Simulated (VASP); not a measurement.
# Si (Fd-3m) in VASP: notebook

One crystal, Si, is run at these levels: PBE; tasks: relaxation of cell and atoms.

Everything below comes from runs of VASP 6.6.1. Logs are shortened: lines on timing, memory, paths and dates and some standing lists are left out, and cuts for length are marked.

## 1. Starting point

It takes space group Fd-3m (No. 227, cubic). Conventional cell: a = 5.427 Å, b = 5.427 Å, c = 5.427 Å, α = 90.00°, β = 90.00°, γ = 90.00°. Si (site symmetry -43m) is surrounded by 4 Si at 2.35 Å.

## 2. Relaxation of cell and atoms, PBE

INCAR

```
PREC     = Accurate       # precision mode
ENCUT    = 520            # plane-wave cutoff, eV
EDIFF    = 1E-7           # SCF threshold, eV
ISMEAR   = 0              # smearing method
SIGMA    = 0.02           # smearing width, eV
LREAL    = F              # projectors in reciprocal space
LASPH    = T              # aspherical terms in the spheres
NELM     = 80             # most SCF steps
ALGO     = Normal         # electronic algorithm
ISIF     = 3              # what is computed and relaxed
LWAVE    = F              # write WAVECAR
LCHARG   = F              # write CHGCAR
GGA      = PE             # functional
IBRION   = 2              # ionic algorithm
NSW      = 80             # ionic steps
EDIFFG   = -0.002         # ionic threshold
AMIX     = 0.2
```

KPOINTS

```
regular mesh
0
Gamma
  10 10 10
```

POSCAR

```
Si
1.0
    0.0000000000      2.7135600000      2.7135600000
    2.7135600000      0.0000000000      2.7135600000
    2.7135600000      2.7135600000      0.0000000000
Si
2
Direct
    0.7500000000      0.7500000000      0.7500000000
    0.5000000000      0.5000000000      0.5000000000
```

Potentials or basis: VASP PAW PBE potentials, release 64 (Si).

The run is started by

```bash
> cat potpaw_PBE.64/Si/POTCAR > POTCAR
> mpirun -np 1 vasp_std > vasp.out
```

OUTCAR:

```text
PREC = Accurate
   ENCUT = 520
   EDIFF = 1E-7
   ISMEAR = 0
   LREAL = F
   LASPH = T
   NELM = 80
   ISIF = 3
   GGA = PE
   IBRION = 2
   NSW = 80
   EDIFFG = -0.002
   AMIX = 0.2

 ion  position               nearest neighbor table
   1  0.750  0.750  0.750-   2 2.35   2 2.35   2 2.35   2 2.35
   2  0.500  0.500  0.500-   1 2.35   1 2.35   1 2.35   1 2.35

  LATTYP: Found a face centered cubic cell.
 ALAT       =     5.4271200000

  Lattice vectors:

 A1 = (   0.0000000000,   2.7135600000,   2.7135600000)
 A2 = (   2.7135600000,   0.0000000000,   2.7135600000)
 A3 = (   2.7135600000,   2.7135600000,   0.0000000000)

Analysis of symmetry for initial positions (statically):
=====================================================================
 Subroutine PRICEL returns:
 Original cell was already a primitive cell.

 Routine SETGRP: Setting up the symmetry group for a
 face centered cubic supercell.

 Subroutine GETGRP returns: Found 48 space group operations
 (whereof 24 operations were pure point group operations)
 out of a pool of 48 trial point group operations.

The static configuration has the point symmetry T_d .
 The point group associated with its full space group is O_h .

Analysis of symmetry for dynamics (positions and initial velocities):
=====================================================================
 Subroutine PRICEL returns:
 Original cell was already a primitive cell.

 Routine SETGRP: Setting up the symmetry group for a
 face centered cubic supercell.

 Subroutine GETGRP returns: Found 48 space group operations
 (whereof 24 operations were pure point group operations)
 out of a pool of 48 trial point group operations.

The dynamic configuration has the point symmetry T_d .
 The point group associated with its full space group is O_h .

 Subroutine INISYM returns: Found 48 space group operations
 (whereof 24 operations are pure point group operations),
 and found     1 'primitive' translations

----------------------------------------------------------------------------------------

                                     Primitive cell

  volume of cell :      39.9621

  direct lattice vectors                    reciprocal lattice vectors
     0.000000000  2.713560000  2.713560000    -0.184259792  0.184259792  0.184259792
     2.713560000  0.000000000  2.713560000     0.184259792 -0.184259792  0.184259792
     2.713560000  2.713560000  0.000000000     0.184259792  0.184259792 -0.184259792

  length of vectors
     3.837553354  3.837553354  3.837553354     0.319147321  0.319147321  0.319147321

  position of ions in fractional coordinates (direct lattice)
     0.750000000  0.750000000  0.750000000
     0.500000000  0.500000000  0.500000000

  ion indices of the primitive-cell ions
   primitive index   ion index
                 1           1
                 2           2

----------------------------------------------------------------------------------------

 KPOINTS: regular mesh

Automatic generation of k-mesh.
 Grid dimensions read from file:
 generate k-points for:   10   10   10

 Generating k-lattice:

  Cartesian coordinates                     Fractional coordinates (reciprocal lattice)
    -0.018425979  0.018425979  0.018425979     0.100000000  0.000000000  0.000000000
     0.018425979 -0.018425979  0.018425979     0.000000000  0.100000000  0.000000000
     0.018425979  0.018425979 -0.018425979     0.000000000  0.000000000  0.100000000

  Length of vectors
     0.031914732  0.031914732  0.031914732

  Shift w.r.t. Gamma in fractional coordinates (k-lattice)
     0.000000000  0.000000000  0.000000000

 Subroutine IBZKPT returns following result:
 ===========================================

 Found     47 irreducible k-points:

 Following reciprocal coordinates:
            Coordinates               Weight
  0.000000  0.000000  0.000000      1.000000
  0.100000  0.000000  0.000000      8.000000
  0.200000  0.000000  0.000000      8.000000
  0.300000  0.000000  0.000000      8.000000
  0.400000  0.000000  0.000000      8.000000
  0.500000  0.000000  0.000000      4.000000
[... 16 lines left out ...]
  0.300000  0.300000  0.000000      6.000000
  0.400000  0.300000  0.000000     24.000000
 [... further k-points ...]
   k-points           NKPTS =     47   k-points in BZ     NKDIM =     47   number of bands    NBANDS=      8
   number of dos      NEDOS =    301   number of ions     NIONS =      2
   total plane-waves  NPLWV =  27000
   dimension x,y,z NGX =    30 NGY =   30 NGZ =   30
   dimension x,y,z NGXF=    60 NGYF=   60 NGZF=   60
   ions per type =               2
   NGX,Y,Z   is equivalent  to a cutoff of  13.00, 13.00, 13.00 a.u.
   NGXF,Y,Z  is equivalent  to a cutoff of  25.99, 25.99, 25.99 a.u.
 SYSTEM =  unknown system
   PREC   = accura    normal or accurate (medium, high low for compatibility)
   ISTART =      0    job   : 0-new  1-cont  2-samecut
   ICHARG =      2    charge: 1-file 2-atom 10-const
   ISPIN  =      1    spin polarized calculation?
   LNONCOLLINEAR =      F non collinear calculations
   LSORBIT =      F    spin-orbit coupling
   LASPH  =      T    aspherical Exc in radial PAW
   ENCUT  =  520.0 eV  38.22 Ry    6.18 a.u.   7.14  7.14  7.14*2*pi/ulx,y,z
   NELM   =     80;   NELMIN=  2; NELMDL= -5     # of ELM steps
   EDIFF  = 0.1E-06   stopping-criterion for ELM
   LREAL  =      F    real-space projection
   EDIFFG = -.2E-02   stopping-criterion for IOM
   NSW    =     80    number of steps for IOM
   IBRION =      2    ionic relax: 0-MD 1-quasi-New 2-CG
   NFREE  =      1    steps in history (QN), initial steepest desc. (CG)
   ISIF   =      3    stress and relaxation
   ISYM   =      2    0-nonsym 1-usesym 2-fastsym
   POTIM  = 0.5000    time-step for ionic-motion
   TEBEG  =    0.0;   TEEND  =   0.0 temperature during run
   PSTRESS=    0.0 pullay stress
   NELECT =       8.0000    total number of electrons
   NUPDOWN=      -1.0000    fix difference up-down
   EMIN   =  10.00;   EMAX   =-10.00  energy-range for DOS
   EFERMI =   0.00;   METHOD = LEGACY
   ISMEAR =     0;   SIGMA  =   0.02  broadening in eV -4-tet -1-fermi 0-gaus
   EFERMI_NEDOS =   21; number of points for ismear=-14 and -15
   IALGO  =     38    algorithm
   IMIX   =      4    mixing-type and parameters
     AMIX     =   0.20;   BMIX     =  1.00
     AMIX_MAG =   0.80;   BMIX_MAG =  1.00
  volume/ion in A,a.u.               =      19.98       134.84
  Fermi-wavevector in a.u.,A,eV,Ry     =   0.957684  1.809760 12.478691  0.917158
  Thomas-Fermi vector in A             =   2.086724
   LORBIT       =      0    0 simple, 1 ext, 2 COOP (PROOUT), +10 PAW based schemes
   GGA     = PE    functional components
   LHFCALC =     F    Hartree Fock is set to
   AEXX    =    0.0000 exact exchange contribution
   IVDW    =     0    specifies the selected vdW correction
   LEPSILON=     F    determine dielectric tensor
   LRPA    =     F    only Hartree local field effects (RPA)
 conjugate gradient relaxation of ions
 non-spin polarized calculation
 Gauss-broadening in eV      SIGMA  =   0.02
  energy-cutoff  :      520.00
  volume of cell :       39.96
 maximum number of plane-waves:      1091
 NGX is ok and might be reduce to    30
   NGX = 15   NGY = 15   NGZ = 15

--------------------------------------- Ionic step        1  -------------------------------------------

 number of electron       8.0000000 magnetization

 Free energy of the ion-electron system (eV)
  ---------------------------------------------------
  ext. energy  EPLUGINS =         0.00000000
  ---------------------------------------------------
  free energy    TOTEN  =       -10.84313074 eV

  energy without entropy =      -10.84313074  energy(sigma->0) =      -10.84313074

------------------------ aborting loop because EDIFF is reached ----------------------------------------

  FORCE on cell =-STRESS in cart. coord.  units (eV):
  Direction    XX          YY          ZZ          XY          YZ          ZX
  --------------------------------------------------------------------------------------
  -------------------------------------------------------------------------------------
  Total        0.5323277      0.5323277      0.5323277     -0.0000000     -0.0000000     -0.0000000
  in kB       21.3423066     21.3423066     21.3423066     -0.0000000     -0.0000000     -0.0000000
  external PRESSURE =      21.3423066 kB  Pullay stress =       0.0000000 kB

 VOLUME and BASIS-vectors are now :
 -----------------------------------------------------------------------------
  energy-cutoff  :      520.00
  volume of cell :       39.96
      direct lattice vectors                 reciprocal lattice vectors
     0.000000000  2.713560000  2.713560000    -0.184259792  0.184259792  0.184259792
     2.713560000  0.000000000  2.713560000     0.184259792 -0.184259792  0.184259792
     2.713560000  2.713560000  0.000000000     0.184259792  0.184259792 -0.184259792
[... 37 lines left out ...]
 POSITION                                       TOTAL-FORCE (eV/Angst)
 -----------------------------------------------------------------------------------
      4.12260      4.12260      4.12260         0.000000      0.000000      0.000000
      2.74840      2.74840      2.74840        -0.000000     -0.000000     -0.000000
 -----------------------------------------------------------------------------------
    total drift:                                0.000000     -0.000000     -0.000000

  FREE ENERGIE OF THE ION-ELECTRON SYSTEM (eV)
  ---------------------------------------------------
  free  energy   TOTEN  =       -10.8464314120 eV

  energy  without entropy=      -10.8464314120  energy(sigma->0) =      -10.84643141

--------------------------------------- Ionic step        3  -------------------------------------------

 number of electron       8.0000001 magnetization

 Free energy of the ion-electron system (eV)
  ---------------------------------------------------
  ext. energy  EPLUGINS =         0.00000000
  ---------------------------------------------------
  free energy    TOTEN  =       -10.84912572 eV

  energy without entropy =      -10.84912572  energy(sigma->0) =      -10.84912572

 E-fermi :   5.7180     XC(G=0):  -9.3277

 val. band max:        5.6175235918   @ k =   0.0000   0.0000   0.0000
 cond. band min:       6.2352338351   @ k =   0.4000   0.4000   0.0000
 fundamental gap:      0.6177102433
 Fermi energy:         5.7180167360

 k-point     1 :       0.0000    0.0000    0.0000
  band No.  band energies     occupation
      1      -6.1980      2.00000
      2       5.6175      2.00000
      3       5.6175      2.00000
      4       5.6175      2.00000
      5       8.1745      0.00000
      6       8.1745      0.00000
      7       8.1745      0.00000
      8       8.7530      0.00000

 k-point     2 :       0.1000    0.0000    0.0000
  band No.  band energies     occupation
      1      -6.0695      2.00000
      2       4.4755      2.00000
      3       5.4237      2.00000
      4       5.4237      2.00000
      5       8.1407      0.00000
      6       8.4603      0.00000
      7       8.4603      0.00000
      8       9.7228      0.00000
[... 221 lines left out ...]
 k-point    23 :       0.3000    0.3000    0.0000
  band No.  band energies     occupation
      1      -4.6764      2.00000
      2       1.2134      2.00000
      3       3.4350      2.00000
      4       3.4350      2.00000
      5       6.5069      0.00000
      6       8.0538      0.00000
      7      12.1893      0.00000
      8      12.1893      0.00000

 k-point    24 :       0.4000    0.3000    0.0000
  band No.  band energies     occupation
      1      -4.0752      2.00000
      2       0.2247      2.00000
      3       2.8237      2.00000
      4       3.2334      2.00000
      5       6.6943      0.00000
      6       7.8832      0.00000
      7      12.4734      0.00000
      8      12.6138      0.00000

 [... further k-points ...]

------------------------ aborting loop because EDIFF is reached ----------------------------------------

  FORCE on cell =-STRESS in cart. coord.  units (eV):
  Direction    XX          YY          ZZ          XY          YZ          ZX
  --------------------------------------------------------------------------------------
  -------------------------------------------------------------------------------------
  Total        0.0012254      0.0012254      0.0012254      0.0000000      0.0000000      0.0000000
  in kB        0.0480222      0.0480222      0.0480222      0.0000000      0.0000000      0.0000000
  external PRESSURE =       0.0480222 kB  Pullay stress =       0.0000000 kB

 VOLUME and BASIS-vectors are now :
 -----------------------------------------------------------------------------
  energy-cutoff  :      520.00
  volume of cell :       40.88
      direct lattice vectors                 reciprocal lattice vectors
     0.000000000  2.734240064  2.734240064    -0.182866167  0.182866167  0.182866167
     2.734240064 -0.000000000  2.734240064     0.182866167 -0.182866167  0.182866167
     2.734240064  2.734240064  0.000000000     0.182866167  0.182866167 -0.182866167

 POSITION                                       TOTAL-FORCE (eV/Angst)
 -----------------------------------------------------------------------------------
      4.10136      4.10136      4.10136         0.000000      0.000000      0.000000
      2.73424      2.73424      2.73424        -0.000000     -0.000000     -0.000000
 -----------------------------------------------------------------------------------
    total drift:                                0.000000     -0.000000     -0.000000

  FREE ENERGIE OF THE ION-ELECTRON SYSTEM (eV)
  ---------------------------------------------------
  free  energy   TOTEN  =       -10.8491257232 eV

  energy  without entropy=      -10.8491257232  energy(sigma->0) =      -10.84912572

 reached required accuracy - stopping structural energy minimisation
```

Wall time 45 s (1 thread of AMD EPYC 7R13 (Zen 3), shared host); peak memory 0.13 GiB.

Results:

```yaml
Free_energy: -10.8491 eV
Relaxed_volume: 20.44 Å³/atom
Relaxed_cell: a = 3.867 Å, b = 3.867 Å, c = 3.867 Å, α = 60.00°, β = 60.00°, γ = 60.00°
Space_group_after_relaxing_to_0.05_Å: Fd-3m (No. 227)
Energy_gained_by_relaxing: 3.0 meV/atom
Ionic_steps: 3
Pressure_after_relaxing: 0.0 GPa
Band_gap_on_the_k_mesh: 0.62 eV, indirect (least direct gap 2.56 eV)
```

The path:
```csv
step,energy change (eV),largest force (eV/Å),pressure (GPa),volume (Å³)
1,0.0000,0.0000,2.13,39.96
2,-0.0033,0.0000,-1.33,41.52
3,-0.0060,0.0000,0.00,40.88
```

Final structure:
```
Si
1.0
     0.00000    2.73424    2.73424
     2.73424    0.00000    2.73424
     2.73424    2.73424    0.00000
Si
2
Direct
  0.75000 0.75000 0.75000
  0.50000 0.50000 0.50000
```

Levels at points of the mesh, in eV from the valence-band top:
| k point | band 2 | band 3 | band 4 | band 5 | band 6 | band 7 |
| --- | --- | --- | --- | --- | --- | --- |
| (0.00, 0.00, 0.00) | 0.00 | 0.00 | 0.00 | 2.56 | 2.56 | 2.56 |
| (0.50, 0.00, 0.00) | -6.87 | -1.18 | -1.18 | 1.47 | 3.35 | 3.35 |
| (0.50, 0.50, 0.00) | -7.75 | -2.79 | -2.79 | 0.75 | 0.75 | 9.94 |

A k mesh can miss the band edges. PBE usually gives volumes a little too large and moduli too small.

## 3. Relaxation of cell and atoms, PBE

This run uses another cell than the first one, of 20.44 Å³/atom, 1.023 times its volume.

INCAR is that of step 2.

KPOINTS is that of step 2.

POSCAR

```
Si                                      
1.0
    0.0000000000      2.7342400636      2.7342400636
    2.7342400636     -0.0000000000      2.7342400636
    2.7342400636      2.7342400636      0.0000000000
  Si            
     2
Direct
     0.7500000000000000    0.7500000000000000    0.7500000000000000
     0.5000000000000000    0.5000000000000000    0.5000000000000000
```

Potentials or basis: VASP PAW PBE potentials, release 64 (Si).

The run is started by

```bash
> cat potpaw_PBE.64/Si/POTCAR > POTCAR
> mpirun -np 1 vasp_std > vasp.out
```

Wall time 17 s (1 thread of AMD EPYC 7R13 (Zen 3), shared host); peak memory 0.13 GiB.

The run converged. Its results:

| Property | Result |
| --- | --- |
| Free energy | -10.8492 eV |
| Pressure after relaxing | 0.0 GPa |
| Band gap on the k mesh | 0.62 eV, indirect (least direct gap 2.56 eV) |

Final structure:
```
Si
1.0
     0.00000    2.73424    2.73424
     2.73424    0.00000    2.73424
     2.73424    2.73424    0.00000
Si
2
Direct
  0.75000 0.75000 0.75000
  0.50000 0.50000 0.50000
```

Levels at points of the mesh, in eV from the valence-band top:
```
           k point  band 1  band 2  band 3  band 4  band 5  band 6  band 7  band 8
(0.00, 0.00, 0.00)  -11.82    0.00    0.00    0.00    2.56    2.56    2.56    3.14
(0.50, 0.00, 0.00)   -9.54   -6.87   -1.18   -1.18    1.47    3.35    3.35    7.70
(0.50, 0.50, 0.00)   -7.75   -7.75   -2.79   -2.79    0.75    0.75    9.94    9.94
```

Caveat: the relaxation stopped at its first step, so nothing moved. A k mesh can miss the band edges.
